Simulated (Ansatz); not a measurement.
LiCl: single point with HSE06 form with a typed share of exact exchange

Crystal: LiCl.

```
Cl Li
1.0
     0.00000    2.56477    2.56477
     2.56477    0.00000    2.56477
     2.56477    2.56477    0.00000
Cl Li
1 1
Direct
  0.50000 0.50000 0.50000
  0.00000 0.00000 0.00000
```

```yaml
Program: Ansatz 0.2.0
Task: single point
Functional: HSE06 form with a typed share of exact exchange
Potentials_or_basis: Ansatz PAW
Cutoff: "420 eV (not typed: the program's choice for these potentials)"
k_mesh: 5 × 5 × 5
Occupations: fermi-dirac, width 0.05 eV
Spin: no spin polarisation
```

```json
{
  "Pressure": "0.0 GPa",
  "Band gap on the k mesh": "7.17 eV, direct"
}
```

Levels at points of the mesh, in eV from the valence-band top:
```tsv
k point	band 3	band 4	band 5	band 6	band 7	band 8
(0.00, 0.00, 0.00)	0.00	0.00	0.00	7.17	12.75	12.75
```

Run time: 5.7 s on 2 threads of Arm Neoverse V1 (shared host), peak memory 0.56 GiB.

Caveat: the k mesh is coarse (spacing up to 0.42 Å⁻¹), so the values aren't converged, least of all with exact exchange; odd divisions of the mesh miss points on the zone boundary, where band edges often lie, so the gap on the mesh can be too wide; the PAW data sets come from PBE, with cores solved anew for the run's functional, which leaves a small shift of forces and pressure; the thresholds are loose for stress.
